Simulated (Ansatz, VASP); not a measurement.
Two plane-wave programs on CdS

File INCAR:

```
SYSTEM = CdS
PREC = Accurate
ENCUT = 520
EDIFF = 1E-6
ISMEAR = 0
SIGMA = 0.02
LREAL = .FALSE.
LASPH = .TRUE.
NELM = 80
ALGO = Normal
ISIF = 2
LWAVE = .FALSE.
LCHARG = .FALSE.
GGA = PE
NBANDS = 26
```

KPOINTS

```
Automatic mesh
0
G
  9 9 4
  0 0 0
```

File POSCAR:

```
CdS
1.0
    4.2590912675      0.0000000000      0.0000000000
   -2.1295456337      3.6884812347      0.0000000000
    0.0000000000      0.0000000000      6.7494049400
Cd S
2 2
Direct
    0.3333333333      0.6666666667      0.0222255149
    0.6666666667      0.3333333333      0.5222255149
    0.3333333333      0.6666666667      0.3627744851
    0.6666666667      0.3333333333      0.8627744851
```

Input for Ansatz:

```yaml
crystal:
  lattice:
    - [4.2590912675, 0.0, 0.0]
    - [-2.1295456337, 3.6884812347, 0.0]
    - [0.0, 0.0, 6.74940494]
  atoms:
    - { symbol: Cd, position: [0.3333333333, 0.6666666667, 0.0222255149] }
    - { symbol: Cd, position: [0.6666666667, 0.3333333333, 0.5222255149] }
    - { symbol: S, position: [0.3333333333, 0.6666666667, 0.3627744851] }
    - { symbol: S, position: [0.6666666667, 0.3333333333, 0.8627744851] }
basis:
  ecutwfc: 420
kpoints:
  mp_grid: { grid: [9, 9, 4] }
hamiltonian:
  xc: pbe
scf:
  occupations: { method: gaussian, width: 0.02 }
output:
  forces: true
  stress: true
  eigenvalues: true
```

Alike in both runs: task single point; functional PBE; k mesh 9 × 9 × 4; occupations gaussian, width 0.02 eV; no spin polarisation.

```csv
,VASP,Ansatz
version,VASP 6.6.1,Ansatz 0.2.0
potentials or method,"VASP PAW PBE potentials, release 64 (Cd, S)","scalar-relativistic, plane waves, PAW"
plane-wave cutoff (eV),520,420
valence electrons in the cell,36,52
```

|  | VASP | Ansatz | Ansatz less VASP |
| --- | --- | --- | --- |
| gap on the k mesh at the Fermi level (eV) | 1.10 | 1.09 | -0.005 |
| least direct gap on the mesh (eV) | 1.10 | 1.09 | -0.005 |
| pressure (GPa) | 1.9 | 1.6 | -0.33 |
| largest component of the traceless stress (GPa) | 9.81 | 9.50 | -0.301 |
| rms of the force components (eV/Å) | 1.257 | 1.224 | -0.0330 |

Atom by atom the forces differ by 0.033 eV/Å (rms over components). The two sets of potentials don't hold the same shells in valence.

Caveats: forces of over 1 eV/Å show positions far from the minimum, so gaps and moduli don't describe the material at rest.
